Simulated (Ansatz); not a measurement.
# BaTiO$_{3}$: input and output

Input file of Ansatz 0.2.0:

```yaml
crystal:
  lattice:
    - [-8.024512, 0.0, 0.0]
    - [0.0, -2.85594506, 2.86425045]
    - [0.0, 2.85594506, 2.86425045]
  atoms:
    - { symbol: Ba, position: [0.0, 0.0, 0.0] }
    - { symbol: Ba, position: [0.5, 0.0, 0.0] }
    - { symbol: Ti, position: [0.25, 0.5124, 0.5124] }
    - { symbol: Ti, position: [0.75, 0.5124, 0.5124] }
    - { symbol: O, position: [0.0, 0.4874, 0.4874] }
    - { symbol: O, position: [0.5, 0.4874, 0.4874] }
    - { symbol: O, position: [0.25, 0.99184, 0.50524] }
    - { symbol: O, position: [0.75, 0.99184, 0.50524] }
    - { symbol: O, position: [0.25, 0.50524, 0.99184] }
    - { symbol: O, position: [0.75, 0.50524, 0.99184] }
kpoints:
  mp_grid: { grid: [3, 5, 5], shift: [0, 0, 0] }
  band_path:
    path:
      - [0.0, 0.0, 0.0]
      - [0.0, 0.5, 0.5]
      - [0.0, 0.49855227, 0.50144773]
      - [0.0, -0.49855227, 0.49855227]
      - [0.0, 0.0, 0.0]
      - [-1.0, 0.0, 0.0]
      - [-1.0, -0.49855227, 0.49855227]
      - [-1.0, 0.49855227, 0.50144773]
      - [-1.0, 0.5, 0.5]
      - [0.0, 0.5, 0.5]
      - [0.0, 0.0, 0.0]
    npoints: 6
magnetization:
  spin_polarized: true
scf:
  occupations: { method: fermi_dirac }
  lower_state_search: "off"
  max_iter: 200
hamiltonian:
  pseudopotentials: { kind: paw }
  xc: r2scan
  hubbard:
    projectors: all-electron-ortho-atomic
    sites: [{ species: Ti, l: d, u_eff: 2.28 }]
basis:
  ecutwfc: 500
  fft_grid_basis: typed
output:
  forces: true
  stress: true
  eigenvalues: true
  bader: true
  populations: true
  elf: true
  write_potential: true
  volumetric_format: npy
  dos:
    e_range: [-12, 8]
    de: 0.05
    projected: { site_lists: { Ba: [Ba], O: [O], Ti: [Ti] } }
checkpoint:
  read: saved_state
```

The run starts from an earlier solution of this cell. The state carries no moments; the state need not be the lowest.

Excerpt of what it printed:

```
Magnetization: 0.0000 μB (40.0000 up, 40.0000 down)
Absolute magnetization: 0.0000 μB (∫|ρ↑−ρ↓|)
Spin contamination: 0.0000 ħ² per cell (⟨S²⟩ above its minimum at these occupations)
Per-site moments (μB) at R_I (Å): [(0.0, 1.1517), (0.0, 1.1517), (0.0, 0.8000), (0.0, 0.8000), (0.0, 0.8296), (0.0, 0.8296), (0.0, 0.8000), (0.0, 0.8000), (0.0, 0.8000), (0.0, 0.8000)]
Free energy (F): -20363.6585 eV
Harris-Foulkes:  -20363.6585 eV  (|F-HF|=5.34e-8)
Internal energy: -20363.6585 eV  (E = F + TS)
E sigma→0 (E₀):  -20363.6585 eV
Entropy (-TS):    0.0000 eV (-0.000 meV/atom)
Fermi energy:    11.0317 eV
--- Forces (eV/Å), atoms counted from 1 ---
  atom   1  Ba     0.0000     0.0000     0.1687
  atom   2  Ba     0.0000     0.0000     0.1687
  atom   3  Ti     0.0000     0.0000     0.1609
  atom   4  Ti     0.0000     0.0000     0.1609
  atom   5  O      0.0000     0.0000     0.2720
  atom   6  O      0.0000     0.0000     0.2720
  atom   7  O      0.0000     0.0571    -0.3007
  atom   8  O      0.0000     0.0571    -0.3007
  atom   9  O      0.0000    -0.0571    -0.3007
  atom  10  O      0.0000    -0.0571    -0.3007
--- Stress (GPa, compression-positive) ---
       -3.4222       0.0000       0.0000
        0.0000      -3.3142       0.0000
        0.0000       0.0000      -3.9442
  P = ⅓ Tr σ = -3.5602 GPa (-35.602 kbar)
--- Löwdin populations: 10 sites ---
  site symbol       q [e]    m [muB]
     0     Ba      8.2202     0.0000
     1     Ba      8.2202     0.0000
     2     Ti     10.5895     0.0000
     3     Ti     10.5895     0.0000
     4      O      6.9482     0.0000
     5      O      6.9482     0.0000
     6      O      6.9455     0.0000
     7      O      6.9455     0.0000
     8      O      6.9455     0.0000
     9      O      6.9455     0.0000
  spilling = 0.0088 (of n_electrons = 80.0000)
--- Bader charges: 10 sites ---
  site symbol  charge [e]  shift [e]    m [muB]
     0     Ba      1.5774     0.0000     0.0000
     1     Ba      1.5774     0.0000     0.0000
     2     Ti      2.3835     0.0024     0.0000
     3     Ti      2.3835     0.0024     0.0000
     4      O     -1.3231     0.0007     0.0000
     5      O     -1.3231     0.0007     0.0000
     6      O     -1.3189     0.0009     0.0000
     7      O     -1.3189     0.0009     0.0000
     8      O     -1.3189     0.0009     0.0000
     9      O     -1.3189     0.0009     0.0000
```

Absolute energies hang on the potentials; compare differences alone.

Origin: a database entry at a rescaled volume. Caveats: the input typed no starting moments.
